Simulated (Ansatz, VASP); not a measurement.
CdSe: VASP beside Ansatz

File INCAR:

```
SYSTEM = CdSe
PREC     = Accurate       ! precision mode
ENCUT    = 600            ! plane-wave cutoff, eV
EDIFF    = 1E-7           ! SCF threshold, eV
ISMEAR   = -1             ! smearing method
SIGMA    = 0.05           ! smearing width, eV
LREAL    = .False.        ! projectors in reciprocal space
LASPH    = .True.         ! aspherical terms in the spheres
NELM     = 60             ! most SCF steps
ALGO     = Normal         ! electronic algorithm
ISIF     = 3              ! what is computed and relaxed
LWAVE    = .False.        ! write WAVECAR
LCHARG   = .False.        ! write CHGCAR
GGA      = PE             ! functional
IVDW     = 12             ! dispersion correction
IBRION   = 2              ! ionic algorithm
NSW      = 60             ! ionic steps
EDIFFG   = -0.01          ! ionic threshold
```

The input KPOINTS:

```
regular mesh
0
Gamma
  8 8 8
  0 0 0
```

POSCAR

```
CdSe
1.0
    0.0000000000      2.8739580000      2.8739580000
    2.8739580000      0.0000000000      2.8739580000
    2.8739580000      2.8739580000      0.0000000000
Cd Se
1 1
Direct
    0.0000000000      0.0000000000      0.0000000000
    0.5000000000      0.5000000000      0.5000000000
```

The input input.yaml:

```yaml
crystal:
  lattice:
    - [0.0, 2.873958, 2.873958]
    - [2.873958, 0.0, 2.873958]
    - [2.873958, 2.873958, 0.0]
  atoms:
    - { symbol: Cd, position: [0.0, 0.0, 0.0] }
    - { symbol: Se, position: [0.5, 0.5, 0.5] }
hamiltonian:
  xc: pbe
  pseudopotentials: { kind: paw }
  dispersion: d3bj
kpoints:
  mp_grid: { grid: [8, 8, 8] }
scf:
  occupations: { method: fermi_dirac, width: 0.05 }
output:
  forces: true
  stress: true
  eigenvalues: true
relax:
  f_tol: 0.01
  max_steps: 40
  cell: { stress_tol: 0.05 }
```

Measurements of this composition are mostly on another form, of space group No. 186.

Alike in both runs: task relaxation of cell and atoms; functional PBE; dispersion D3(BJ); k mesh 8 × 8 × 8; occupations fermi-dirac, width 0.05 eV; no spin polarisation.

|  | VASP | Ansatz |
| --- | --- | --- |
| version | VASP 6.6.1 | Ansatz 0.2.0 |
| potentials or method | VASP PAW PBE potentials, release 64 (Cd, Se) | Ansatz PAW |
| plane-wave cutoff (eV) | 600 | 420 |
| valence electrons in the cell | 18 | 36 |

VASP gave:

| Property | Result |
| --- | --- |
| gap on the k mesh at the Fermi level, each at its own relaxed structure (eV) | none |
| relaxed volume (Å³/atom) | 22.70 |
| relaxed cell length with the largest relative difference (Å) | 4.004 |
| energy change over the relaxation (meV/atom) | -9 |

**Question.** Which values does Ansatz return?

**Answer.** gap on the k mesh at the Fermi level, each at its own relaxed structure (eV): none; relaxed volume (Å³/atom): 22.59; relaxed cell length with the largest relative difference (Å): 3.998; energy change over the relaxation (meV/atom): -11.

A gap of «none» marks a metal or a gap that the smearing closes. The two sets of potentials don't hold the same shells in valence.

Caveats: pairwise dispersion overbinds metals, which lowers pressure and volume; the plane-wave basis is chosen anew once the cell has moved, so the energies of steps on either side of that aren't comparable (Ansatz).
